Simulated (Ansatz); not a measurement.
Relaxation of a periodic cell of 35 atoms, Si₁₂NO₂₂ (host SiO2, host structure P3_221, dopant N, one O atom removed), to a largest force component of 0.03 eV/Å in at most 60 steps.

These are results of DFT PBEsol, scalar-relativistic, plane waves, PAW (Ansatz), not measurements. Settings: PAW set soft_1, cutoff 420 eV, k mesh 2x2x1, gaussian smearing 0.02 eV, spin collinear.

```xyz
35
Lattice="-2.4582 4.2577 5.4084 4.9164 0.0000 5.4084 4.9164 8.5154 0.0000" Properties=species:S:1:pos:R:3
Si 7.226 8.515 3.606
Si 3.762 2.000 7.211
Si 1.303 2.258 0.000
O 6.292 9.655 4.249
O 0.784 4.879 7.854
O 0.299 6.755 6.052
O 0.299 1.761 1.160
O 3.834 3.118 8.371
O 0.784 3.636 4.765
Si 4.768 4.258 3.606
Si 6.220 6.258 7.211
Si 3.762 6.515 0.000
O 3.834 5.397 4.249
O 3.242 9.137 7.854
O 2.757 11.012 6.052
O 2.757 6.018 1.160
O 3.242 7.894 4.765
Si -0.149 4.258 3.606
Si 1.303 6.258 7.211
Si 3.762 6.515 5.408
O 3.834 5.397 9.657
O 0.784 4.879 2.446
O 5.215 6.755 6.052
O 2.757 6.018 6.568
O 3.834 3.118 2.962
O 5.700 3.636 4.765
Si 2.309 8.515 3.606
Si 3.762 10.515 7.211
Si 1.303 2.258 5.408
N 6.292 7.376 8.371
O 3.242 9.137 2.446
O 2.757 2.497 6.052
O 5.215 10.276 6.568
O 6.292 7.376 2.962
O 8.158 7.894 4.765
```

**Question.** Where does it end, and by what steps?

**Answer.** The forces met the threshold. Limits of this set-up: coarse k mesh, PAW files made for another functional, a small cell, in which the defect meets its images, a typed lattice constant that wasn't relaxed here. After 9 steps the energy has fallen by 0.985 eV; O35 moved furthest, 0.48 Å. Joined: Si12–Si27 (3.06 → 2.42 Å).

```csv
step,energy less start (eV),largest force component (eV/Å),accepted
0,0.0000,1.510,yes
1,-0.3709,0.917,yes
2,-0.8224,0.725,yes
3,-0.7195,2.065,no
4,-0.9289,0.275,yes
5,-0.9726,0.144,yes
6,-0.9799,0.200,yes
7,-0.9840,0.075,yes
8,-0.9847,0.041,yes
9,-0.9848,0.005,yes
```

```xyz
35
Lattice="-2.4582 4.2577 5.4084 4.9164 0.0000 5.4084 4.9164 8.5154 0.0000" Properties=species:S:1:pos:R:3
Si 7.184 8.404 3.505
Si 3.762 2.119 7.248
Si 1.338 2.349 0.078
O 6.330 9.494 4.341
O 0.717 4.867 7.780
O 0.351 6.890 6.106
O 0.333 1.831 1.252
O 3.773 3.352 8.288
O 0.750 3.533 4.748
Si 4.749 4.273 3.652
Si 6.295 6.282 7.177
Si 3.811 6.203 -0.223
O 3.779 5.432 4.242
O 3.208 9.104 7.851
O 2.794 10.862 5.860
O 2.781 5.897 1.016
O 3.188 7.937 4.876
Si -0.114 4.333 3.637
Si 1.316 6.271 7.258
Si 3.752 6.529 5.441
O 3.897 5.473 9.745
O 0.919 4.924 2.533
O 5.254 6.744 6.009
O 2.787 6.002 6.636
O 3.841 3.059 3.086
O 5.705 3.737 4.851
Si 2.229 8.695 3.780
Si 3.716 10.463 7.129
Si 1.314 2.179 5.422
N 6.230 7.488 8.389
O 3.206 9.343 2.634
O 2.786 2.490 6.011
O 5.249 10.227 6.636
O 6.114 7.416 2.798
O 8.188 7.543 4.436
```

Whether the end is a true minimum wasn't checked by a vibrational analysis.

Run time: 80 s on 4 threads of Arm Neoverse V1 (shared host), peak memory 1.4 GiB.
